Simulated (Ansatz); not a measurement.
Wanted: the native input for an Ansatz 0.2.0 run.

```
Task                : single point
Functional          : PBE
Potentials or basis : all-electron LAPW, scalar-relativistic
Cutoff              : 303 eV (chosen from the basis error)
Basis error allowed : 0.001 eV/atom
k mesh              : 13 × 13 × 13
Occupations         : gaussian, width 0.019 eV
Spin                : collinear spin, ferromagnetic start
Starting moments    : [3.0] μB
```

Crystal: Fe.

```
CELL_PARAMETERS angstrom
-1.44300 1.44300 1.44300
1.44300 -1.44300 1.44300
1.44300 1.44300 -1.44300
ATOMIC_POSITIONS crystal
Fe 0.00000 0.00000 0.00000
```

The input as run:

input.yaml

```yaml
crystal:
  lattice:
    - [-1.443, 1.443, 1.443]
    - [1.443, -1.443, 1.443]
    - [1.443, 1.443, -1.443]
  atoms:
    - { symbol: Fe, position: [0.0, 0.0, 0.0], spin: 3.0 }
kpoints:
  mp_grid: { grid: [13, 13, 13] }
scf:
  occupations: { method: gaussian, width: 0.019 }
hamiltonian:
  xc: pbe
  pseudopotentials: { kind: all_electron, lapw: { basis_error: 0.001 } }
magnetization:
  spin_polarized: true
output:
  forces: true
  stress: true
  eigenvalues: true
```

Potentials or basis: all-electron LAPW, scalar-relativistic.

Launch:

```console
$ ansatz run input.yaml --threads 2 --pin off --max-ram 6144MiB --backend cpu --events-out ev --progress --plain --runs-dir out
```

It gave:

| Quantity | Value |
| --- | --- |
| Pressure | -9.8 GPa |
| Band gap on the k mesh | none (metal or under the smearing width) |
| Net moment | 2.24 μB per cell |
| Absolute moment | 2.38 μB per cell |
| Site moments | Fe +2.31 μB |

Run time: 3.5 s on 2 threads of AMD EPYC 9R45 96-Core Processor (Zen 5) (shared host), peak memory 0.41 GiB.
